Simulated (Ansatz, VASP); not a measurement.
# One calculation of GaP, two programs

Contents of INCAR:

```
SYSTEM = GaP
PREC = Accurate
ENCUT = 520
EDIFF = 1E-6
ISMEAR = -1
SIGMA = 0.02
LREAL = .False.
LASPH = .True.
NELM = 100
ALGO = Normal
ISIF = 2
LWAVE = .False.
LCHARG = .False.
GGA = PE
NBANDS = 16
```

KPOINTS

```
Automatic mesh
0
Gamma
  8 8 8
  0 0 0
```

File POSCAR:

```
GaP
1.0
    0.0000000000      2.7254101930      2.7968159400
    2.7254101930      0.0000000000      2.7968159400
    2.7254101930      2.7254101930      0.0000000000
Ga P
1 1
Direct
    0.0000000000      0.0000000000      0.0000000000
    0.2500000000      0.2500000000      0.2500000000
```

Input for Ansatz:

```yaml
crystal:
  lattice:
    - [0.0, 2.725410193, 2.79681594]
    - [2.725410193, 0.0, 2.79681594]
    - [2.725410193, 2.725410193, 0.0]
  atoms:
    - { symbol: Ga, position: [0.0, 0.0, 0.0] }
    - { symbol: P, position: [0.25, 0.25, 0.25] }
kpoints:
  mp_grid: { grid: [8, 8, 8] }
  band_path:
    path:
      - [0.0, 0.0, 0.0]
      - [-0.5, -0.5, 0.0]
      - [-0.375, -0.375, 0.25]
      - [-0.375, 0.0, 0.375]
      - [0.0, 0.0, 0.5]
      - [-0.5, -0.25, 0.25]
      - [0.0, 0.421875, 0.421875]
    npoints: 1
hamiltonian:
  xc: pbe
scf:
  occupations: { method: fermi_dirac, width: 0.02 }
  n_extra_bands: 4
output:
  forces: true
  stress: true
  eigenvalues: true
```

Change from the starting cell: uniaxial_z strain +2.6%.

Alike in both runs: task single point; functional PBE; k mesh 8 × 8 × 8; occupations fermi-dirac, width 0.02 eV; no spin polarisation.

|  | VASP | Ansatz |
| --- | --- | --- |
| version | VASP 6.6.1 | Ansatz 0.2.0 |
| potentials or method | VASP PAW PBE potentials, release 64 (Ga_d, P) | plane waves, PAW |
| plane-wave cutoff (eV) | 520 | 420 |
| valence electrons in the cell | 18 | 18 |

```tsv
	VASP	Ansatz	Ansatz less VASP
gap on the k mesh at the Fermi level (eV)	1.53	1.53	+0.002
pressure (GPa)	0.3	0.3	+0.07
largest component of the traceless stress (GPa)	1.32	1.32	-0.003
```

The functional is the same, so the differences come from potentials, cutoffs and numerics.

A k mesh can miss the band edges.
